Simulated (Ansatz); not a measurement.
# MgI2: the band gap up the ladder of functionals

One table from this session's results is given with a row withheld; the runs are named, their logs left out.

The runs shown are made with Ansatz 0.2.0. PAW datasets, plane waves. (Simulation; spin polarisation is off.)

**The structure to begin with**

The cell was relaxed beforehand with r2SCAN+rVV10.

It is trigonal, P-3m1 (No. 164); a = 4.157 Å, c = 6.873 Å in the conventional setting, 34.29 Å³ an atom. Around Mg lie 6 I at 2.92 Å; around I lie 3 Mg at 2.92 Å.

Coordinates:

```cif
data_structure
_symmetry_space_group_name_H-M 'P-3m1'
_symmetry_Int_Tables_number 164
_cell_length_a 4.1572
_cell_length_b 4.1572
_cell_length_c 6.8733
_cell_angle_alpha 90.000
_cell_angle_beta 90.000
_cell_angle_gamma 120.000
_cell_volume 102.87
loop_
_atom_site_label
_atom_site_type_symbol
_atom_site_symmetry_multiplicity
_atom_site_Wyckoff_symbol
_atom_site_fract_x
_atom_site_fract_y
_atom_site_fract_z
_atom_site_occupancy
Mg1 Mg 1 a 0.00000 0.00000 0.00000 1
I1 I 2 d 0.33333 0.66667 0.24262 1
```

The first run:

Contents of input.yaml:

```yaml
crystal:
  lattice:
    - [4.1572130451, 0.0, 0.0]
    - [-2.0786065226, 3.600252106, 0.0]
    - [0.0, 0.0, 6.8733252542]
  atoms:
    - { symbol: Mg, position: [0.0, 0.0, 0.0] }
    - { symbol: I, position: [0.3333333333, 0.6666666667, 0.2426220951] }
    - { symbol: I, position: [0.6666666667, 0.3333333333, 0.7573779049] }
kpoints:
  mp_grid: { grid: [12, 12, 4] }
  band_path:
    path:
      - [[0.0, 0.0, 0.0], [0.5, 5.604421937562e-17, 3.120391856404e-18], [0.3333333333333, 0.3333333333333, 2.080261237602e-18], [0.0, 0.0, 0.0], [1.104851367623e-34, -6.050611811179e-35, 0.5], [0.5, 5.575887276262e-17, 0.5], [0.3333333333333, 0.3333333333333, 0.5], [1.104851367623e-34, -6.050611811179e-35, 0.5]]
      - [[0.5, 5.575887276262e-17, 0.5], [0.5, 5.604421937562e-17, 3.120391856404e-18]]
      - [[0.3333333333333, 0.3333333333333, 0.5], [0.3333333333333, 0.3333333333333, 2.080261237602e-18]]
    npoints: 10
hamiltonian:
  xc: pbe
scf:
  occupations: { method: fermi_dirac, width: 0.02 }
  n_extra_bands: 4
output:
  forces: true
  stress: true
  eigenvalues: true
```

Started as:

```bash
$ ansatz run input.yaml --threads 2 --pin off --max-ram 2211MiB --backend cpu --events-out ev --progress --plain --runs-dir out
```

Steps of the session up to this table: PBE bands along the symmetry lines; r2SCAN; Single point with HSE06; PBE+SOC; G0W0 on PBE; Single point with PBE0.

One of the session's tables, all rows but one given; the rest of the session is left out.

| level | gap (eV) |
| --- | --- |
| PBE | 3.51 |
| r2SCAN | 4.11 |
| HSE06 | 4.45 |
| PBE+SOC | ? |
| G0W0@PBE (307 empty bands) | 5.18 |
| PBE0 | 5.15 |

Estimate the missing values for PBE+SOC.

The run gave: gap (eV): 3.16. In the column «gap (eV)» it is the lowest.

Meshes: PBE 12×12×4, r2SCAN 12×12×4, HSE06 6×6×4, PBE+SOC 12×12×4, PBE0 6×6×4

In words: PBE+SOC gives the least gap, 3.16 eV, and G0W0@PBE (307 empty bands) the largest, 5.18 eV. Against G0W0@PBE, PBE is short by 1.67 eV, at 68 % of it, and r2SCAN 79 %. PBE0 lies 0.70 eV above HSE06, which differs from it by screening the long-range exchange. The G0W0 figures hold for the stated bands, cutoff and mesh and aren't extrapolated.

Limits of these values: Warnings in the runs' records: stress exchange threshold loose, stress scf threshold loose.
